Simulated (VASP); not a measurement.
Write the native input for VASP 6.6.1 that does the following.

```yaml
Task: single point
Functional: rev-vdW-DF2
Potentials_or_basis: VASP PAW PBE potentials, release 64 (N)
Cutoff: 400 eV
k_mesh: 1 × 1 × 1
Occupations: gaussian, width 0.01 eV
Spin: collinear spin, ferromagnetic start
Starting_moments: "[3.1] μB"
Fixed_moment: 3 μB
Further_INCAR_settings: ALGO = Fast; EDIFF = 1e-06; ISYM = 0
```

The structure of N lies in POSCAR:

```
N                                       
1.0
   10.5000000000      0.0000000000      0.0000000000
    0.0000000000     11.0000000000      0.0000000000
    0.0000000000      0.0000000000     11.5000000000
  N             
     1
Selective dynamics
Direct
     0.5000000000000000    0.5045454544999970    0.5000000000000000   F   F   F
```

One way to write it, as run:

INCAR

```
  AGGAC = 0.0
  ALGO = Fast
  EDIFF = 1E-6
  ENCUT = 400
  GGA = MK
  ISIF = 2
  ISMEAR = 0
  ISPIN = 2
  ISYM = 0
  LASPH = T
  LCHARG = F
  LORBIT = 11
  LREAL = F
  LUSE_VDW = T
  LWAVE = F
  MAGMOM = 3.1
  NELM = 60
  NUPDOWN = 3
  PARAM1 = 0.1234
  PARAM2 = 0.711357
  PREC = Accurate
  SIGMA = 0.01
  ZAB_VDW = -1.8867
```

KPOINTS

```
k-points
0
Gamma
  1 1 1
```

Potentials or basis: VASP PAW PBE potentials, release 64 (N).

The run is started by

```sh
$ cat potpaw_PBE.64/N/POTCAR > POTCAR
$ mpirun -np 1 vasp_gam > vasp.out
```

It gave:

```yaml
Net_moment: 3.00 μB per cell
Site_moments: N +1.91 μB
Valence_electrons_inside_the_program's_atomic_spheres: N 3.24
```

Caveat: the total moment is fixed, so each spin has its own Fermi level.

It took 10 min on 1 thread of Intel(R) Xeon(R) Platinum 8488C (Sapphire Rapids), on a shared host, peak memory 2.9 GiB.
